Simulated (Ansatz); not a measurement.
**InSe (C2/m), a vibration from a frozen displacement**

The calculation used DFT PBEsol, scalar-relativistic, plane waves, PAW in Ansatz 0.2.0. The runs took a 420 eV cutoff, a Γ-centred 8×8×6 mesh and Gaussian smearing (0.05 eV). No spin polarisation. Energies are free energies at this smearing, counted from the undisturbed cell; pressure is positive in compression.

Reference structure (relaxed at this level; this form isn't the usual structure):

```
In Se
1.0
     5.87493   -2.05527   -0.00529
     5.87493    2.05527   -0.00529
    -1.60512    0.00000    4.27209
In Se
2 2
Direct
  0.88580 0.88580 0.02905
  0.11420 0.11420 0.97095
  0.65472 0.65472 0.63749
  0.34528 0.34528 0.36251
```

Atom 3 (Se) is moved by x along the Cartesian unit vector (0.781, 0.000, 0.625); the cell and all other atoms stay fixed. The cell's volume is 103.13 Å³; the moved atoms weigh 78.971 u together and the others 308.607 u.

```csv
x (Å),ΔE (meV/cell),total force on the moved atoms along the move (eV/Å),pressure (GPa)
-0.3000,199.43,1.1629,-1.0512
-0.2400,134.42,1.0006,-0.9811
-0.1800,79.88,0.8125,-0.8450
-0.0600,9.97,0.3229,-0.3607
0.0000,0.00,-0.0010,0.0009
0.1200,49.39,-0.8819,1.0176
0.2400,229.52,-2.2118,2.5381
0.3000,388.35,-3.1138,3.5444
```

Question: What frequency belongs to this motion?

Answer: The force constant is k = −dF/dx = 6.046 eV/Å², from the parabola through x = -0.0600, 0 and 0.1200. In every cell the moved atoms swing against the rest, so the mass is μ = m₁m₂/(m₁ + m₂) = 62.880 u, and ν̃ = 521.5 cm⁻¹ × √(|k|/μ) = 162 cm⁻¹. Steps this long are already anharmonic: the energies of the same points give k = 6.420 eV/Å², so the harmonic k is uncertain by that gap or more. The pattern needn't be a normal mode: ν̃² is then a weighted mean of the squared nonzero frequencies at the zone centre of this cell, taken without macroscopic field, so it lies between the lowest and the highest of them.

Question: How far does the harmonic law reach?

Answer: At x = -0.300 Å, kx²/2 = 272.08 meV against the computed 199.43 meV (-26.7 %): the well softens in this direction at large amplitude.

Cost: 8 runs of about 5 core-minutes in all, on Intel Xeon Processor @ 2.70GHz (shared hosts).

The well is strongly lopsided: at 0.3000 Å the energy is 388.35 meV on the positive side but only 199.43 meV on the negative, so the softening at negative x is matched by hardening at positive x. The coordinates explain this. The move runs along an In–Se bond, which positive x shortens, while the other two short In–Se contacts of this atom lie nearly at right angles to it. Compression meets steep Pauli repulsion, whereas stretching weakens the polar covalent attraction, as in any bond-stretching potential. The pressure follows the same pattern, rising steeply as the bond shortens and levelling off as it lengthens.

This cubic term probably also explains most of the gap between the two force constants. With unequal steps, a parabola through the energies absorbs it into the curvature, while one through the forces separates it, so the force-derived value is the better harmonic estimate. The restoring force found here doesn't establish dynamical stability, since a soft mode could lie along another displacement or at another wavevector.
